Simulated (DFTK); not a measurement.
Crystal: SnO2 (Cassiterite).

```xyz
6
Lattice="4.7380 0.0000 0.0000 0.0000 4.7380 0.0000 0.0000 0.0000 3.1865" Properties=species:S:1:pos:R:3 pbc="T T T"
Sn    2.3690    2.3690    1.5933
Sn    0.0000    0.0000    0.0000
O     3.8240    0.9140    1.5933
O     3.2830    3.2830    0.0000
O     0.9140    3.8240    1.5933
O     1.4550    1.4550    0.0000
```

Base run:

* Program: DFTK 0.8.2
* Functional: PBEsol
* Potentials or basis: SG15 1.2 (PBE)
* Cutoff: 952 eV
* k mesh: 4 × 4 × 5
* Occupations: fermi-dirac, width 0.05 eV
* Spin: no spin polarisation

Its results: band gap on the k mesh 1.15 eV, direct; largest force 0.159 eV/Å.

Task: The run is repeated on the same cell with these changes: functional from PBEsol to PBE; potentials or basis from SG15 1.2 (PBE) to in-house norm-conserving set (PBE, scalar relativistic); cutoff from 952 eV to 1252 eV. What comes out?

Result: Band gap on the k mesh 1.28 eV, direct; largest force 0.278 eV/Å.

Caveats: spin-orbit coupling is left out, which moves the levels of the heavy elements; the potentials were made for another functional, which shifts forces and pressure (some runs).

Not every run made on this cell is shown here.
